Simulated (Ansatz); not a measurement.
A 2-atom cell of PbTe started from a crystallographic database, relaxed with r2SCAN, was run in Ansatz under altered settings. All numbers are computed, without spin polarisation but where a row says otherwise.

```
CELL_PARAMETERS angstrom
0.00000 3.26786 3.26786
3.26786 0.00000 3.26786
3.26786 3.26786 0.00000
ATOMIC_POSITIONS crystal
Te 0.50000 0.50000 0.50000
Pb 0.00000 0.00000 0.00000
```

The base run's other keys:
```yaml
kpoints:
  mp_grid: { grid: [4, 4, 4] }
hamiltonian:
  xc: hse06
scf:
  occupations: { method: fixed }
  n_extra_bands: 4
```

It takes 12 iterations with 1363 plane waves at 420 eV and 8 k points, and leaves a mean stress of -0.33 GPa. The gap over this mesh is 1.202 eV. It ran on 4 threads of Arm Neoverse N1 (shared host).

Outcomes, with energy and stress as changes against the base:

| setting | outcome | ΔF (meV/atom) | Δ mean stress (GPa) | gap on the mesh (eV) | iterations | wall time |
| --- | --- | --- | --- | --- | --- | --- |
| PBE hybrid, exx coeff 0.15, unscreened | converged | – | +0.4 | 1.377 | 10 | 12 s |
| PBE hybrid, exx coeff 0.05, omega 0.2078 1/Å | converged | – | +0.7 | 0.874 | 9 | 12 s |
| PBE hybrid, exx coeff 0.4, omega 0.3 1/Å | converged | – | -0.4 | 1.269 | 13 | 14 s |
| scf.exx.ecutfock_ratio: 2 | converged | 0.0 | 0.0 | 1.202 | 12 | 13 s |
| PBE hybrid, exx coeff -0.2, omega 0.1 1/Å | refused | – | – | – | – | 0.04 s |
| scf.occupations: methfessel_paxton 0.2 | converged | 0.0 | 0.0 | 1.202 | 12 | 14 s |

A dash marks a value that wasn't obtained or can't be compared. Stress is positive in compression. The base took 13 s.

- PBE hybrid, exx coeff 0.15, unscreened. That is 15 % exact exchange, at all ranges, against HSE06's 25 % screened at 0.208 1/Å. The mean stress moves by +0.4 GPa and the gap on the mesh by +0.176 eV (to 1.377). Totals of different functionals aren't comparable.
- PBE hybrid, exx coeff 0.05, omega 0.2078 1/Å. That is 5 % exact exchange, screened with ω = 0.2078 1/Å, against HSE06's 25 % screened at 0.208 1/Å. The mean stress moves by +0.7 GPa and the gap on the mesh by -0.328 eV (to 0.874). Totals of different functionals aren't comparable.
- PBE hybrid, exx coeff 0.4, omega 0.3 1/Å. That is 40 % exact exchange, screened with ω = 0.3 1/Å, against HSE06's 25 % screened at 0.208 1/Å. The mean stress moves by -0.4 GPa and the gap on the mesh by +0.067 eV (to 1.269). Totals of different functionals aren't comparable.
- PBE hybrid, exx coeff -0.2, omega 0.1 1/Å. The program doesn't start. Error: invalid value for `hamiltonian.xc.exx.coeff`: must be finite and in (0, 1]; got -0.2

Within 1 meV an atom, 0.1 GPa and 0.005 eV of the base stay: scf.exx.ecutfock_ratio: 2; scf.occupations: methfessel_paxton 0.2.

Spin-orbit coupling is left out; in compounds of Pb, Bi, Tl or Hg it can lower a gap by up to about 1 eV, split its edges or invert the bands.

The stress of a hybrid is loosely converged in these runs.

The meshes of the hybrids are coarse, so their gaps aren't converged to the digits shown.
